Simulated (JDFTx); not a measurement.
# HfO2 under changes of volume

One of the cells (11.152 Å³/atom); the others are scaled copies at fixed shape and fractional positions:

```
Hf O
1.0
     0.00000    2.55750    2.55750
     2.55750    0.00000    2.55750
     2.55750    2.55750    0.00000
Hf O
1 2
Direct
  0.00000 0.00000 0.00000
  0.75000 0.75000 0.75000
  0.25000 0.25000 0.25000
```

Measurements of this composition are mostly on another form, of space group No. 14.

| Quantity | Value |
| --- | --- |
| Program | JDFTx 1.7.0 (patched build) |
| Functional | PBE |
| Potentials or basis | PseudoDojo-SR-PBE-0.5-standard |
| Cutoff | 1143 eV |
| Density cutoff | 4572 eV |
| k mesh | 9 × 9 × 9 |
| Occupations | fermi-dirac, width 0.05 eV |
| Spin | no spin polarisation |

```tsv
volume (Å³/atom)	energy over the lowest point (meV/atom)	pressure (GPa)	gap on the mesh (eV)
10.483	14.92	11.1	4.05
10.706	3.55	5.2	3.99
10.929	0.00	-0.1	3.93
11.152	3.49	-4.9	3.87
11.375	13.25	-9.2	3.82
11.598	?	?	?
11.821	49.36	-16.5	3.70
```

What does the run at 11.598 Å³/atom give?

Energy over the lowest point 28.76 meV/atom; pressure -13.1 GPa; gap on the mesh 3.76 eV.

Worked out: A Birch-Murnaghan fit of order 3 (a polynomial in V^(-2/3)) to the other rows has its minimum at 10.93 Å³/atom with B0 = V·E''(V) = 247 GPa and B' = 4.2. It gives 28.75 meV/atom at 11.598 Å³/atom, against the run's 28.76, and -dE/dV = -13.0 GPa, against -13.1. A straight line through the other rows of the gap, of slope -2.9 eV per unit of ln V, gives 3.76 eV, against the run's 3.76.

Energies are extrapolated to zero smearing.

Caveats: the empty levels aren't tightly converged; spin-orbit coupling is left out, which moves the levels of the heavy elements; an odd mesh through Γ misses points on the zone boundary, where band edges often lie.
